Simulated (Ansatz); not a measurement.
# Si (I4/mmm) in Ansatz: a series of runs

One crystal, Si, is run at these levels: LDA; tasks: single point, equation of state.

All numbers are computed with Ansatz 0.2.0; they aren't measurements. Logs are shortened: lines on timing, memory, paths and dates and some standing lists are left out, and cuts for length are marked.

## 1. The structure

The structure is tetragonal, space group I4/mmm (No. 139). The conventional cell has a = 6.651 Å, b = 6.651 Å, c = 3.845 Å, α = 90.00°, β = 90.00°, γ = 90.00°. Around Si (site symmetry m2m) lie 4 Si at 2.34 to 2.38 Å.

This isn't the form of Si at room conditions, which is diamond.

## 2. Single point, LDA, 19.98 Å³/atom (volume scaled by 0.94)

File input.yaml:

```yaml
crystal:
  lattice:
    - [-3.2575590318, 3.2575590318, 1.8831422881]
    - [3.2575590318, -3.2575590318, 1.8831422881]
    - [3.2575590318, 3.2575590318, -1.8831422881]
  atoms:
    - { symbol: Si, position: [0.82119894, 0.17880106, 0.0] }
    - { symbol: Si, position: [0.17880106, 0.82119894, 0.0] }
    - { symbol: Si, position: [0.82119894, 0.82119894, 0.64239788] }
    - { symbol: Si, position: [0.17880106, 0.17880106, 0.35760212] }
kpoints:
  mp_grid: { grid: [8, 8, 8] }
scf:
  occupations: { method: fermi_dirac, width: 0.05 }
hamiltonian:
  xc: lda
  pseudopotentials: { kind: all_electron, lapw: { basis_error: 0.002 } }
output:
  forces: true
  stress: true
  eigenvalues: true
```

Potentials or basis: all-electron LAPW, scalar-relativistic.

Started as:

```sh
ansatz run input.yaml --threads 2 --pin off --max-ram 6144MiB --backend cpu --events-out ev --progress --plain --runs-dir out
```

Standard output:

```text
Warning: RAYON_NUM_THREADS=2 ignored (pool sized by the plan → 2); use --threads N
LAPW: plane waves up to 7.480 Å⁻¹, error target 2.0e-3 eV per atom; small_component_spin mean_spin; Si in spheres of 1.148 Å, 12 of its electrons in bands, Dirac shells [] (how accurate: hamiltonian.pseudopotentials.lapw.basis_error, Limitations)
Engine: ansatz 0.2.0, aarch64-unknown-linux-gnu
Pseudopotentials: kind: all_electron
Pseudopotential: Si, LAPW, valence charge 12, lapw/all_electron/scalar/gaussian/Si, Koelling and Harmon's equation, gaussian nucleus
Functional definition: SPW92
  exchange = slater_x
  correlation = pw_c
Crystal: 4 atoms, lattice volume = 79.933 Å³
Basis set: ecut = 213.1439440274734 eV, 557 PW (Γ), FFT grids on a1+a2, a2, a3, exchange–correlation at level 2
Bands: 29, of which v1, the nominal top of the filled ones, is band 24 counted from 1 (23 counted from 0)
Symmetry: 16 space group operations
Space group: I4/mmm (ITA 139), of the structure as read, at distance tolerance 4.3e-5 Å
k-points: 59 of 512
Non-local potential: Si, projectors of the file, none
Initial density: superposition of atomic densities (chi_scale 0.1, normalization cell)
Initial wavefunctions: plane waves of lowest kinetic energy (no species holds an atomic orbital)
Functional: x = slater, c = lda
iter 1 solved again at ethr=4.04e-3 eV; its pass at ethr=1.00e-1 eV (dr2=1.94e0 eV) is discarded
SCF iter   1: F=—  HF=-31460.865914 eV  |F-HF|=—  |Δ(HF+E_count)|=         —  Δρ=4.53e-2  dr2=1.94e0  ethr=4.04e-3  ⟨swp⟩=2.0  Hψ=12271  notcnv=0
preconditioner: auto → none  [insulator: Δε(μ)=0.526 eV  Ē_g=8.469 eV  σ=0.050 eV  W_gap=0.99  n_scr=16 (ndim 8)  ℏωp=16.6 eV  f_vac=0.000  D(μ)=0.00/eV (n_scr^D=0)  ε∞_Penn≈4.8]
SCF iter   2: F=—  HF=-31460.306208 eV  |F-HF|=—  |Δ(HF+E_count)|=   5.60e-1  Δρ=1.75e-2  dr2=2.26e-1  ethr=4.04e-3  ⟨swp⟩=3.0  Hψ=4932  notcnv=0
iter 3 solved again at ethr=2.87e-5 eV; its pass at ethr=4.71e-4 eV (dr2=1.38e-2 eV) is discarded
SCF iter   3: F=—  HF=-31460.243781 eV  |F-HF|=—  |Δ(HF+E_count)|=   6.24e-2  Δρ=3.29e-3  dr2=1.38e-2  ethr=2.87e-5  ⟨swp⟩=2.0  Hψ=8412  notcnv=0
SCF iter   4: F=—  HF=-31460.239088 eV  |F-HF|=—  |Δ(HF+E_count)|=   4.69e-3  Δρ=8.37e-4  dr2=4.14e-4  ethr=2.87e-5  ⟨swp⟩=3.0  Hψ=4984  notcnv=0
SCF iter   5: F=—  HF=-31460.238911 eV  |F-HF|=—  |Δ(HF+E_count)|=   1.77e-4  Δρ=9.54e-5  dr2=4.56e-6  ethr=8.63e-7  ⟨swp⟩=3.0  Hψ=4662  notcnv=0
SCF iter   6: F=-31460.238911 eV  HF=-31460.238911 eV  |F-HF|=6.74e-9  |Δ(HF+E_count)|=   3.80e-7  Δρ=9.84e-6  dr2=6.15e-8  ethr=9.51e-9  ⟨swp⟩=2.4  Hψ=4464  notcnv=0
SCF 1 converged in 6 iterations: F = -31460.238911 eV  dr2 = 6.15e-8
SCF converged after 6 iterations
Free energy (F): -31460.238911 eV
Harris-Foulkes:  -31460.238911 eV  (|F-HF|=6.74e-9)
Internal energy: -31460.237985 eV  (E = F + TS)
E sigma→0 (E₀):  -31460.238448 eV
Entropy (-TS):   -0.000925 eV (-0.231 meV/atom)
Fermi energy:    7.553666 eV
--- Per-component energies (eV) ---
  E_band       = -2946.172396
  E_kinetic    = 31523.977014
  E_xc         = -2161.541903
  E_electrostatic = -60822.673096  (all electrons and nuclei)
  E_smearing   = -0.000925  (= −TS)
  E_closure    = 0.000000  (closes the sum)
  E_atoms      = -31436.921595  (free atoms, spherical and without spin; not in F)
  Σ components = -31460.238911   (vs F -31460.238911, Δ=0.00e0)
  Basis errors (estimates in eV, not in F): energy 9.5e-4 per atom: plane waves 8.7e-4 (5.2e-4 summed), levels above the bands 1.8e-28, relativity 2.7e-9, radial functions 7.6e-5, core shells 1.3e-12; eigenvalues (radial functions only) 1.6e-6; not estimated: angular momenta, meshes, grids; target (lapw.basis_error) 2.0e-3; muffin-tin radii Si 1.148 Å
--- Forces (eV/Å), atoms counted from 1 ---
  atom   1  Si     0.04625283    -0.04625283     0.00000000
  atom   2  Si    -0.04625283     0.04625283    -0.00000000
  atom   3  Si    -0.04625283    -0.04625283     0.00000000
  atom   4  Si     0.04625283     0.04625283     0.00000000
  max |Σ_I F_I| component: 6.94e-18 eV/Å
--- Stress (GPa, compression-positive) ---
        3.779338       0.000000       0.000000
        0.000000       3.779338      -0.000000
        0.000000      -0.000000       3.920792
  P = ⅓ Tr σ = 3.8265 GPa (38.265 kbar)
--- Band table (eV; the first three rows and the last of 59) ---
  k-point 0: bands = ["-125.5045", "-125.4999", "-125.4964", "-125.4964", "-82.3505", "-82.3492", "-82.3470", "-82.3470", "-82.3436", "-82.3436", "-82.3316", "-82.3305", "-82.3260", "-82.3260", "-82.3183", "-82.3154", "-4.9566", "-0.4539", "1.7811", "1.7811", "3.5077", "5.9737", "5.9737", "6.9221", "8.8493", "9.1820", "9.1820", "9.7877", "9.7877"]
  k-point 1: bands = ["-125.5044", "-125.5001", "-125.4964", "-125.4962", "-82.3504", "-82.3496", "-82.3469", "-82.3464", "-82.3436", "-82.3436", "-82.3321", "-82.3307", "-82.3259", "-82.3258", "-82.3182", "-82.3155", "-4.8662", "-0.8389", "1.7936", "1.8544", "3.9900", "5.8659", "5.9504", "6.3975", "8.6673", "9.1374", "9.6690", "9.6753", "9.8762"]
  k-point 2: bands = ["-125.5040", "-125.5008", "-125.4964", "-125.4959", "-82.3504", "-82.3503", "-82.3467", "-82.3454", "-82.3437", "-82.3436", "-82.3330", "-82.3313", "-82.3257", "-82.3252", "-82.3179", "-82.3158", "-4.6011", "-1.6457", "1.8744", "2.0599", "4.8919", "5.5249", "5.6512", "5.8958", "8.2393", "9.4287", "9.5500", "9.8883", "11.1036"]
  k-point 58: bands = ["-125.5022", "-125.5022", "-125.4987", "-125.4941", "-82.3526", "-82.3483", "-82.3483", "-82.3450", "-82.3422", "-82.3393", "-82.3339", "-82.3324", "-82.3324", "-82.3204", "-82.3168", "-82.3168", "-2.6079", "-2.6079", "-1.9718", "2.1334", "4.4285", "7.3154", "7.5369", "7.5369", "7.7558", "11.0878", "11.3016", "11.5918", "12.0583"]
```

Wall time 9.2 s (2 threads of Arm Neoverse V1, shared host); peak memory 0.34 GiB.

What came out:

| Property | Result |
| --- | --- |
| Free energy | -31460.2389 eV |
| Pressure | 3.8 GPa |
| Largest force | 0.065 eV/Å |
| Band gap on the k mesh | 0.04 eV, indirect (least direct gap 0.22 eV) |

## 3. Single point, LDA, 20.41 Å³/atom (volume scaled by 0.96)

Changes to input.yaml since step 2:

```diff
@@ -2,5 +2,5 @@
   lattice:
-    - [-3.2575590318, 3.2575590318, 1.8831422881]
-    - [3.2575590318, -3.2575590318, 1.8831422881]
-    - [3.2575590318, 3.2575590318, -1.8831422881]
+    - [-3.2805003442, 3.2805003442, 1.8964042905]
+    - [3.2805003442, -3.2805003442, 1.8964042905]
+    - [3.2805003442, 3.2805003442, -1.8964042905]
   atoms:
```

Potentials or basis: all-electron LAPW, scalar-relativistic.

Started as:

```sh
ansatz run input.yaml --threads 2 --pin off --max-ram 6144MiB --backend cpu --events-out ev --progress --plain --runs-dir out
```

Run time: 9.2 s. Hardware: 2 threads of Arm Neoverse V1, shared host; peak memory 0.34 GiB.

Results (log left out):

| Item | Value |
| --- | --- |
| Free energy | -31460.2680 eV |
| Pressure | 1.7 GPa |
| Largest force | 0.034 eV/Å |
| Band gap on the k mesh | 0.11 eV, indirect (least direct gap 0.24 eV) |

## 4. Single point, LDA, 20.83 Å³/atom (volume scaled by 0.98)

Changes to input.yaml since step 3:

```diff
@@ -2,5 +2,5 @@
   lattice:
-    - [-3.2805003442, 3.2805003442, 1.8964042905]
-    - [3.2805003442, -3.2805003442, 1.8964042905]
-    - [3.2805003442, 3.2805003442, -1.8964042905]
+    - [-3.3031251995, 3.3031251995, 1.9094833541]
+    - [3.3031251995, -3.3031251995, 1.9094833541]
+    - [3.3031251995, 3.3031251995, -1.9094833541]
   atoms:
```

Started as:

```sh
ansatz run input.yaml --threads 2 --pin off --max-ram 6144MiB --backend cpu --events-out ev --progress --plain --runs-dir out
```

Run time: 9.1 s. Hardware: 2 threads of Arm Neoverse V1, shared host; peak memory 0.34 GiB.

The run converged. Its results:

```yaml
Free_energy: -31460.2758 eV
Pressure: -0.2 GPa
Largest_force: 0.004 eV/Å
Band_gap_on_the_k_mesh: 0.15 eV, indirect (least direct gap 0.27 eV)
```

## 5. Single point, LDA, 21.26 Å³/atom

Changes to input.yaml since step 4:

```diff
@@ -2,5 +2,5 @@
   lattice:
-    - [-3.3031251995, 3.3031251995, 1.9094833541]
-    - [3.3031251995, -3.3031251995, 1.9094833541]
-    - [3.3031251995, 3.3031251995, -1.9094833541]
+    - [-3.32544429, 3.32544429, 1.92238566]
+    - [3.32544429, -3.32544429, 1.92238566]
+    - [3.32544429, 3.32544429, -1.92238566]
   atoms:
```

Started as:

```sh
ansatz run input.yaml --threads 2 --pin off --max-ram 6144MiB --backend cpu --events-out ev --progress --plain --runs-dir out
```

Run time: 9.1 s. Hardware: 2 threads of Arm Neoverse V1, shared host; peak memory 0.34 GiB.

The run converged. Its results:

```
Free energy            : -31460.2647 eV
Pressure               : -1.9 GPa
Largest force          : 0.025 eV/Å
Band gap on the k mesh : 0.15 eV, indirect (least direct gap 0.29 eV)
```

## 6. Single point, LDA, 21.68 Å³/atom (volume scaled by 1.02)

Changes to input.yaml since step 5:

```diff
@@ -2,5 +2,5 @@
   lattice:
-    - [-3.32544429, 3.32544429, 1.92238566]
-    - [3.32544429, -3.32544429, 1.92238566]
-    - [3.32544429, 3.32544429, -1.92238566]
+    - [-3.3474677417, 3.3474677417, 1.9351170619]
+    - [3.3474677417, -3.3474677417, 1.9351170619]
+    - [3.3474677417, 3.3474677417, -1.9351170619]
   atoms:
```

Potentials or basis: all-electron LAPW, scalar-relativistic.

Started as:

```sh
ansatz run input.yaml --threads 2 --pin off --max-ram 6144MiB --backend cpu --events-out ev --progress --plain --runs-dir out
```

It took 9.1 s on 2 threads of Arm Neoverse V1, shared host; peak memory 0.34 GiB.

It converged, with:

* Free energy: -31460.2363 eV
* Pressure: -3.4 GPa
* Largest force: 0.051 eV/Å
* Band gap on the k mesh: 0.15 eV, indirect (least direct gap 0.31 eV)

## 7. Single point, LDA, 22.11 Å³/atom (volume scaled by 1.04)

Changes to input.yaml since step 6:

```diff
@@ -2,5 +2,5 @@
   lattice:
-    - [-3.3474677417, 3.3474677417, 1.9351170619]
-    - [3.3474677417, -3.3474677417, 1.9351170619]
-    - [3.3474677417, 3.3474677417, -1.9351170619]
+    - [-3.3692051543, 3.3692051543, 1.9476831092]
+    - [3.3692051543, -3.3692051543, 1.9476831092]
+    - [3.3692051543, 3.3692051543, -1.9476831092]
   atoms:
```

Started as:

```sh
ansatz run input.yaml --threads 2 --pin off --max-ram 6144MiB --backend cpu --events-out ev --progress --plain --runs-dir out
```

Run time: 9.2 s. Hardware: 2 threads of Arm Neoverse V1, shared host; peak memory 0.34 GiB.

The run converged. Its results:

```
Free energy            : -31460.1925 eV
Pressure               : -4.8 GPa
Largest force          : 0.076 eV/Å
Band gap on the k mesh : 0.15 eV, indirect (least direct gap 0.32 eV)
```

## 8. Single point, LDA, 22.53 Å³/atom (volume scaled by 1.06)

Changes to input.yaml since step 7:

```diff
@@ -2,5 +2,5 @@
   lattice:
-    - [-3.3692051543, 3.3692051543, 1.9476831092]
-    - [3.3692051543, -3.3692051543, 1.9476831092]
-    - [3.3692051543, 3.3692051543, -1.9476831092]
+    - [-3.3906656383, 3.3906656383, 1.9600890686]
+    - [3.3906656383, -3.3906656383, 1.9600890686]
+    - [3.3906656383, 3.3906656383, -1.9600890686]
   atoms:
```

Started as:

```sh
ansatz run input.yaml --threads 2 --pin off --max-ram 6144MiB --backend cpu --events-out ev --progress --plain --runs-dir out
```

Wall time 9.2 s (2 threads of Arm Neoverse V1, shared host); peak memory 0.34 GiB.

The run converged. Its results:

| Quantity | Value |
| --- | --- |
| Free energy | -31460.1349 eV |
| Pressure | -6.0 GPa |
| Largest force | 0.099 eV/Å |
| Band gap on the k mesh | 0.14 eV, indirect (least direct gap 0.34 eV) |

## 9. Equation of state, LDA

Potentials or basis: all-electron LAPW, scalar-relativistic.

This step only gathers the single runs of the series.

Results:

| Quantity | Value |
| --- | --- |
| Equilibrium volume | 20.79 Å³/atom |
| Bulk modulus at fixed shape and positions | 89 GPa |
| Pressure derivative of the bulk modulus | 4.2 |

Energy against volume, from the lowest point:
| volume (Å³/atom) | energy (meV/atom) |
| --- | --- |
| 19.983 | 9.23 |
| 20.409 | 1.96 |
| 20.834 | 0.00 |
| 21.259 | 2.80 |
| 21.684 | 9.89 |
| 22.109 | 20.84 |
| 22.534 | 35.23 |

Caveat: the cell was scaled at fixed shape and fractional positions, which overstates the stiffness of a crystal with free parameters, most of all of layers and chains.
